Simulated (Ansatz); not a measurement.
## Random displacements in BaTiO3

Level of theory: DFT r2SCAN, scalar-relativistic, plane waves, PAW in Ansatz 0.2.0. The runs took a 500 eV cutoff, a Γ-centred 8×8×8 mesh and Gaussian smearing (0.05 eV). Spin–orbit coupling is left out, which matters for the heavy elements here. No spin polarisation. Energies are free energies at this smearing, counted from the undisturbed cell; pressure is positive in compression.

The undisturbed cell (relaxed at this level; it needn't be the usual structure):

```
Ba Ti O
1.0
     3.99397    0.00000    0.00000
     0.00000    3.99397    0.00000
     0.00000    0.00000    3.99410
Ba Ti O
1 1 3
Direct
  0.00000 0.00000 0.00000
  0.50000 0.50000 0.50000
  0.50000 0.50000 0.00000
  0.50000 0.00000 0.50000
  0.00000 0.50000 0.50000
```

The atoms are displaced (Å, in the unstrained cell):

```
atom ux uy uz
 Ba1  -0.125   0.335   0.272
 Ti2   0.259   0.397   0.469
  O3   0.154  -0.043  -0.272
  O4   0.056  -0.325  -0.444
  O5  -0.344  -0.365  -0.025
```

Strain (Voigt, engineering shear): (0.0421, 0.0104, 0.0240, -0.0829, -0.0555, -0.0558).

(1) What are the energy change, the stress and the forces?

Results:

(1) ΔE = 1643.0 meV/atom; stress (xx, yy, zz, yz, xz, xy; compression positive) (19.31, 48.25, 99.58, -22.45, -8.72, -2.54) GPa; gap on the mesh 2.62 eV.
```
atom Fx (eV/Å) Fy Fz
 Ba1       1.99  -2.06   -2.20
 Ti2       1.02  -0.94  -21.91
  O3      -3.82  -6.66   22.88
  O4      -2.68   7.30   -1.15
  O5       3.49   2.36    2.39
```

Symmetry holds off the tilts and polar distortions that many cubic perovskites undergo.

Cost: 1 run of about 1.5 core-minutes, on Arm Neoverse V2 (shared hosts).